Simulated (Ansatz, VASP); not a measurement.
**Nb: VASP beside Ansatz**

```
Nb
1.0
    -1.65480    1.65480    1.65480
     1.65480   -1.65480    1.65480
     1.65480    1.65480   -1.65480
Nb
1
Direct
  0.00000 0.00000 0.00000
```

Alike in both runs: task single point; functional PBE; k mesh 13 × 13 × 13; occupations gaussian, width 1 eV; no spin polarisation.

|  | VASP | Ansatz |
| --- | --- | --- |
| version | VASP 6.6.1 | Ansatz 0.2.0 |
| potentials or method | VASP PAW PBE potentials, release 64 (Nb_sv) | plane waves (420 eV) with PAW, scalar-relativistic |
| plane-wave cutoff (eV) | 520 | 420 |
| valence electrons in the cell | 13 | 13 |

|  | VASP | Ansatz | Ansatz less VASP |
| --- | --- | --- | --- |
| pressure (GPa) | 2.7 | 3.0 | +0.32 |

The functional is the same, so the differences come from potentials, cutoffs and numerics.
